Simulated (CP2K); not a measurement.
Set up this calculation in CP2K 2026.2, as the native input.

```
Task                                : single point
Functional                          : PBE
Potentials or basis                 : POTENTIAL_UZH Nb GTH-PBE-q13; TZVP-MOLOPT-PBE-GTH basis
Density cutoff                      : 6123 eV
k mesh                              : 10 × 10 × 10
Occupations                         : fermi-dirac, width 0.05 eV
Spin                                : no spin polarisation
SCF solver                          : diagonalisation with k points
Quickstep method                    : GPW
EPS_DEFAULT                         : 1.0E-10
EPS_SCF                             : 1.0E-6
MAX_SCF                             : 100
SCF_GUESS                           : ATOMIC
k points reduced by the point group : yes
Mesh centred on Gamma               : yes
CHOLESKY                            : OFF
EPS_EIGVAL                          : 1.0E-7
MIXING METHOD                       : BROYDEN_MIXING
MIXING ALPHA                        : 0.4
NBUFFER                             : 8
NGRIDS                              : 5
Basis sets                          : Nb TZVP-MOLOPT-PBE-GTH-q13
Potentials                          : Nb GTH-PBE-q13 of POTENTIAL_UZH
ADDED_MOS                           : [11]
REL_CUTOFF (Ry)                     : 60 Ry
MIXING BETA (1/bohr)                : 1.5 1/bohr
CUTOFF of the grids                 : 450 Ry
```

Nb:

```
CELL_PARAMETERS angstrom
2.71260 0.00000 0.00000
-0.03668 2.74301 0.00000
-0.04487 -0.01520 2.70346
ATOMIC_POSITIONS crystal
Nb 0.51432 0.50271 0.52135
```

The cell isn't the ideal one: cell strained at random at fixed volume.

One way to write it, as run:

nb_scf.inp

```
&GLOBAL
  PROJECT nb_scf
  RUN_TYPE ENERGY_FORCE
  PRINT_LEVEL LOW
&END GLOBAL
&FORCE_EVAL
  METHOD QS
  STRESS_TENSOR ANALYTICAL
  &DFT
    BASIS_SET_FILE_NAME BASIS_MOLOPT_UZH
    POTENTIAL_FILE_NAME POTENTIAL_UZH
    &MGRID
      CUTOFF 450
      REL_CUTOFF 60
      NGRIDS 5
    &END MGRID
    &QS
      METHOD GPW
      EPS_DEFAULT 1.0E-10
    &END QS
    &KPOINTS
      SCHEME MONKHORST-PACK 10 10 10
      GAMMA_CENTERED T
      SYMMETRY T
      SYMMETRY_BACKEND SPGLIB
    &END KPOINTS
    &SCF
      SCF_GUESS ATOMIC
      EPS_SCF 1.0E-6
      MAX_SCF 100
      ADDED_MOS 11
      CHOLESKY OFF
      EPS_EIGVAL 1.0E-7
      &DIAGONALIZATION ON
        ALGORITHM STANDARD
      &END DIAGONALIZATION
      &MIXING ON
        METHOD BROYDEN_MIXING
        ALPHA 0.4
        BETA 1.5
        NBUFFER 8
      &END MIXING
      &SMEAR ON
        METHOD FERMI_DIRAC
        ELECTRONIC_TEMPERATURE [K] 580.226
      &END SMEAR
    &END SCF
    &XC
      &XC_FUNCTIONAL PBE
      &END XC_FUNCTIONAL
    &END XC
    &PRINT
      &KPOINTS ON
      &END KPOINTS
      &MULLIKEN ON
      &END MULLIKEN
      &MO ON
        ENERGIES T
        OCCUPATION_NUMBERS T
        &EACH
          QS_SCF 0
        &END EACH
        ADD_LAST NUMERIC
      &END MO
      &LOWDIN ON
      &END LOWDIN
      &HIRSHFELD ON
        SHAPE_FUNCTION DENSITY
      &END HIRSHFELD
    &END PRINT
  &END DFT
  &SUBSYS
    &CELL
      A 2.7126007836 0.0000000000 0.0000000000
      B -0.0366773604 2.7430146718 0.0000000000
      C -0.0448655019 -0.0151963357 2.7034618111
      PERIODIC XYZ
    &END CELL
    &COORD
      Nb  1.3533190339 1.3710073392 1.4094471118
    &END COORD
    &KIND Nb
      BASIS_SET TZVP-MOLOPT-PBE-GTH-q13
      POTENTIAL GTH-PBE-q13
    &END KIND
    &PRINT
      &ATOMIC_COORDINATES ON
      &END ATOMIC_COORDINATES
      &CELL ON
      &END CELL
    &END PRINT
  &END SUBSYS
  &PRINT
    &FORCES ON
    &END FORCES
    &STRESS_TENSOR ON
    &END STRESS_TENSOR
  &END PRINT
&END FORCE_EVAL
```

Potentials or basis: POTENTIAL_UZH Nb GTH-PBE-q13; TZVP-MOLOPT-PBE-GTH basis.

Launch:

```sh
$ OMP_NUM_THREADS=1 cp2k.psmp -i nb_scf.inp -o nb_scf.out
```

Results of the run:

```json
{
  "Pressure": "1.3 GPa",
  "Band gap on the k mesh": "none (metal or under the smearing width)"
}
```

Caveat: the basis of atomic orbitals isn't converged, which shifts pressures, moduli and gaps.

Wall time 120 s on 1 thread of Arm Neoverse V1, with other jobs on the host, peak memory 0.31 GiB.
